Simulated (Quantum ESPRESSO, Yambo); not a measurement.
Planning a run of Yambo 5.3.0 on ZnSe (Stilleite). The input:

```
optics
chi
dipoles
Chimod= "HARTREE"
% QpntsRXd
 1 | 4 |
%
% BndsRnXd
 1 | 64 |
%
NGsBlkXd= 3 Ry
% EnRngeXd
 0 | 30 | eV
%
% DmRngeXd
 0.2 | 0.2 | eV
%
ETStpsXd= 301
% LongDrXd
 1 | 0 | 0 |
%
```

```sh
OMP_NUM_THREADS=1 mpirun -n 4 yambo -F optics1.in -J optics1 -C optics1 > optics1.log
```

The stored states that it reads are on a 6×6×6 mesh. It takes space group F-43m (No. 216, cubic). Conventional cell: a = 5.668 Å, b = 5.668 Å, c = 5.668 Å, α = 90.00°, β = 90.00°, γ = 90.00°. Zn has 4 Se at 2.45 Å nearest. Nearest to Se lie 4 Zn at 2.45 Å. Farther neighbours and most contacts between anions are not listed.

How long will it take on 4 MPI ranks of Arm Neoverse V1, shared host, and how much memory?

It took 1.9 min; on shared hardware allow 58 s to 3.8 min. Peak host memory was 1.7 GiB.

[Paths, hosts, dates, memory and timing lines, banners, echoed tables and standing remarks are left out of the program output.]

[Logs are printed without paths, hosts, clocks, repeated set-up lines and the standing remarks that a program may print on its own settings, such as how far it seeks lower states.]

[Runs of the session that timed out or met a known fault of the program may be left out.]

[Hosts, paths, dates, database ids (printed as entryN), source tags and the programs' standing remarks are cut or masked in the printed files.]
